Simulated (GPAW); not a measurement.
Runs of GPAW 26.7.0 on SnO. Symmetry: P4/nmm, No. 129, tetragonal system. The conventional cell has a = 3.814 Å, b = 3.814 Å, c = 4.887 Å, α = 90.00°, β = 90.00°, γ = 90.00°. Around Sn (site symmetry 4mm) lie 4 O at 2.23 Å. O (site symmetry -4m2) has 4 Sn at 2.23 Å as nearest neighbours. The cell is a database's computed one.

```csv
task,level,potentials or basis,cell,k mesh,optimizer,fmax,max steps,convergence,gap on the mesh (eV),pressure (GPa),relaxed volume (Å³/atom)
relaxation of cell and atoms,PBEsol+D3,"PAW data sets generated in the run's folder for this functional, pw",relaxed,5 × 5 × 4,BFGS,0.02 eV/Å,60,density=1e-05 forces=0.0001,none,0.0,16.46
single point,TB-mBJ,"GPAW PAW data sets for LDA (gpaw-data 1.2.1), pw",as given,6 × 6 × 6,-,-,-,-,0.24,-,-
relaxation of cell and atoms,PBEsol+D4,"PAW data sets generated in the run's folder for this functional, pw",relaxed,5 × 5 × 4,BFGS,0.02 eV/Å,60,density=1e-05 forces=0.0001,none,0.0,16.38
relaxation of cell and atoms,PBEsol+D3(BJ)+ATM,"PAW data sets generated in the run's folder for this functional, pw",relaxed,5 × 5 × 4,BFGS,0.02 eV/Å,60,density=1e-05 forces=0.0001,none,0.0,(b)
relaxation of cell and atoms,PBEsol+D3(BJ),"PAW data sets generated in the run's folder for this functional, pw",relaxed,5 × 5 × 4,BFGS,0.02 eV/Å,60,density=1e-05 forces=0.0001,none,0.0,16.08
relaxation of cell and atoms,PBEsol,"PAW data sets generated in the run's folder for this functional, pw",relaxed,5 × 5 × 4,BFGS,0.02 eV/Å,60,density=1e-05 forces=0.0001,(a),-0.1,17.07
```

Alike in all rows: no spin polarisation; cutoff (eV) 800; smearing fermi-dirac 0.05 eV.

Fill in the values left out.

(a) 0.29; (b) 16.18.

Caveats: later steps reuse the first step's grids (some runs); pairwise dispersion overbinds metals, which lowers pressure and volume (some runs); spin-orbit coupling is left out, which moves the levels of the heavy elements (some runs); a model potential gives levels but no total energy (some runs); the PAW data sets were made with another functional, which shifts forces and pressure a little (some runs); an odd mesh through Γ misses points on the zone boundary, where band edges often lie (some runs).

A k mesh can miss the band edges, and the runs leave out spin-orbit coupling on Sn.

A gap of «none» marks a metal or a gap under the smearing width.
